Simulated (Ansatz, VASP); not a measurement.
SiC in VASP and in Ansatz

```xyz
4
Lattice="3.0564 0.0000 0.0000 -1.5282 2.6469 0.0000 0.0000 0.0000 5.0159" Properties=species:S:1:pos:R:3 pbc="T T T"
Si    0.0000    1.7646    0.0230
Si    1.5282    0.8823    2.5310
C     0.0000    1.7646    1.9081
C     1.5282    0.8823    4.4160
```

Alike in both runs: functional LDA; k mesh 12 × 12 × 6; occupations gaussian, width 0.02 eV; no spin polarisation.

Ansatz relaxed the structure, and its values are those at the end. VASP's run is a single point on that final structure, the one shown.

|  | VASP | Ansatz |
| --- | --- | --- |
| version | VASP 6.6.1 | Ansatz 0.2.0 |
| potentials or method | VASP PAW LDA potentials, release 64 (Si, C) | scalar-relativistic, plane waves, PAW |
| plane-wave cutoff (eV) | 520 | 420 |
| valence electrons in the cell | 16 | 16 |

```csv
,VASP,Ansatz,Ansatz less VASP
gap on the k mesh at the Fermi level (eV),2.12,2.13,+0.016
least direct gap on the mesh (eV),3.91,3.92,+0.010
pressure (GPa),0.4,0.0,-0.40
```

A k mesh can miss the band edges.
